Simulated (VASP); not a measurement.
**VASP 6.6.1 run: KTaO$_{3}$**

INCAR

```
NSW = 0
ISMEAR = -1
TIME = 4
ALGO = Damped
LASPH = .TRUE.
NELM = 81
EDIFF = 1E-7
ISIF = 2
LWAVE = .FALSE.
PREC = Accurate
ENCUT = 520
IBRION = -1
LREAL = .FALSE.
NBANDS = 27
SIGMA = 0.02
GGA = PE
LCHARG = .FALSE.
```

KPOINTS

```
KPOINTS created by Atomic Simulation Environment
0
Gamma
6 6 6
0 0 0
```

POSCAR

```
K  Ta O
 1.0000000000000000
     3.9901309585647784    0.0000000000000000    0.0000000000000000
    -0.0000000000000000    3.9901309585647784    0.0000000000000000
     0.0000000000000000    0.0000000000000000    3.9901309585647784
 K   Ta  O
   1   1   3
Cartesian
  1.9950654792823890  1.9950654792823890  1.9950654792823890
 -0.0000000000000000 -0.0000000000000000 -0.0000000000000000
  1.9950654792823890  0.0000000000000000  0.0000000000000000
 -0.0000000000000000  1.9950654792823890 -0.0000000000000000
  0.0000000000000000  0.0000000000000000  1.9950654792823890
```

The recommended PBE PAW datasets give the neutral cell 38 valence electrons.

Command

```
mpirun -np 1 vasp_std
```

OSZICAR

```
N       E                     dE             d eps       ncg     rms           ort
DAV:   1     0.458075747956E+03    0.45808E+03   -0.20492E+04   540   0.148E+03
DAV:   2     0.174531304536E+02   -0.44062E+03   -0.42461E+03   540   0.461E+02
DAV:   3    -0.420477322201E+02   -0.59501E+02   -0.58746E+02   540   0.168E+02
DAV:   4    -0.485476847396E+02   -0.65000E+01   -0.64261E+01   540   0.557E+01
DAV:   5    -0.494304926553E+02   -0.88281E+00   -0.87528E+00   540   0.180E+01
SDA:   6    -0.241893221021E+02    0.25241E+02   -0.32649E+03   540   0.816E+02   0.000E+00
DMP:   7     0.807909773255E+03    0.83210E+03   -0.58047E+04   540   0.142E+04  -0.159E+03
DMP:   8     0.108225523241E+04    0.27435E+03   -0.58659E+04   540   0.144E+04  -0.172E+03
DMP:   9     0.123716949638E+04    0.15491E+03   -0.85304E+04   540   0.209E+04  -0.274E+03
DMP:  10     0.138923132327E+04    0.15206E+03   -0.88495E+04   540   0.216E+04  -0.302E+03
...
DMP:  73     0.470319603763E+03    0.80455E+02   -0.14424E+04   540   0.329E+03  -0.186E+03
DMP:  74     0.390031595172E+03   -0.80288E+02   -0.14327E+04   540   0.325E+03  -0.196E+03
DMP:  75     0.478819865126E+03    0.88788E+02   -0.17531E+04   540   0.399E+03  -0.230E+03
DMP:  76     0.401296109524E+03   -0.77524E+02   -0.52941E+03   540   0.131E+03  -0.979E+01
DMP:  77     0.486244551446E+03    0.84948E+02   -0.71490E+03   540   0.173E+03  -0.325E+02
DMP:  78     0.401893892679E+03   -0.84351E+02   -0.12269E+05   540   0.268E+04  -0.227E+04
DMP:  79     0.480547977980E+03    0.78654E+02   -0.25070E+04   540   0.561E+03  -0.383E+03
DMP:  80     0.389284839019E+03   -0.91263E+02    0.15011E+05   540  -0.325E+04   0.294E+04
DMP:  81     0.483636775024E+03    0.94352E+02    0.21055E+04   540  -0.440E+03   0.505E+03
   1 F= 0.48363678E+03 E0= 0.48363695E+03  d E =-.353865E-03
```

Standard output (part)

```
POSCAR found type information on POSCAR K TaO
 POSCAR found :  3 types and       5 ions
 LDA part: xc-table for (Slater+PW92), standard interpolation
 POSCAR, INCAR and KPOINTS ok, starting setup
 WAVECAR not read
 entering main loop
 final diagonalization occupied
|     The electronic self-consistency was not achieved in the given           |
|     number of steps (NELM). The forces and other quantities evaluated       |
|     might not be reliable so examine the results carefully. If you find     |
|     spurious results, we suggest increasing NELM, if you were close to      |
|     convergence or switching to a different ALGO or adjusting the           |
|     density mixing parameters otherwise.                                    |
```

It didn't converge.

**Question.** Why shouldn't this run be trusted?

**Answer.** Damping step far too long. It didn't converge.
